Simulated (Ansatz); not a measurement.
Consider the formal exchange of groups at a C–Si bond: `C[SiH2][CH2][GaH2]` + `C=C1CC1` → `CC=C1CC1` + `[SiH3][CH2][GaH2]`.

Isolated molecules relaxed with PBE0-D4/def2-TZVP in Ansatz; ΔE leaves out vibrations. CCSD(T)/CBS is the MP2 limit (def2-TZVPP, def2-QZVPP) plus CCSD(T) − MP2 in def2-TZVPP, frozen cores. Functionals use def2-TZVPP. B3LYP here is the variant with VWN-RPA as its local correlation; programs differ in this. For Ga outer-core shells are correlated without core-valence functions, which leaves a few kJ/mol of doubt a bond. Scalar relativity is left out up to krypton. One conformer a species, not always the lowest.

| level | ΔE (kcal/mol) | difference from CCSD(T)/CBS |
| --- | --- | --- |
| B3LYP-D4 | 7.5 | -0.5 |
| ωB97X-V | 7.5 | -0.5 |
| B2PLYP | 7.6 | -0.4 |
| r2SCAN | 8.1 | 0.1 |
| MP2/def2-TZVPP | 7.7 | -0.3 |
| HF/def2-QZVPP | 6.9 | -1.1 |
| MP2/def2-QZVPP | 8.0 | 0.0 |
| SCS-MP2/def2-QZVPP | 7.5 | -0.5 |
| HF/CBS(def2) | 6.9 | -1.1 |
| CCSD/CBS(def2) | 8.0 | 0.0 |
| CCSD(T)/CBS | 8.0 | 0 |

Largest T1 diagnostic among the species: 0.012.

In def2-TZVPP, CCSD(T) changes the Hartree–Fock value by +0.8 kcal/mol (the triples alone add +0.0 kcal/mol) and MP2 by +0.8 kcal/mol.

CCSD(T)/CBS has its own doubt, a few kJ/mol and more with outer-core shells, so smaller differences from it don't rank the levels.
